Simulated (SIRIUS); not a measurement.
W in SIRIUS: the effect of functional

The system is W.

```
W
1.0
    -1.58234    1.58234    1.58234
     1.58234   -1.58234    1.58234
     1.58234    1.58234   -1.58234
W
1
Direct
  0.00000 0.00000 0.00000
```

Alike in all runs:

| Item | Value |
| --- | --- |
| Program | SIRIUS 7.12.0 |
| Task | equation of state |
| Potentials or basis | all-electron FP-LAPW |
| Cutoff | 185 eV |
| Basis | apw+lo standard |
| k mesh | 12 × 12 × 12 |
| Occupations | fermi-dirac, width 0.05 eV |
| Spin | no spin polarisation |

```tsv
functional	V0 of scaled cells (Å³/atom)	B0 (GPa)
LDA	?	?
PBEsol	15.69	315
WC	15.78	313
AM05	15.61	318
PBE	16.15	299
PW91	16.15	297
revPBE	16.30	293
RPBE	16.35	291
BLYP	16.68	271
```

Problem. What does the run with functional LDA give?

Solution. V0 of scaled cells 15.39 Å³/atom; B0 326 GPa.
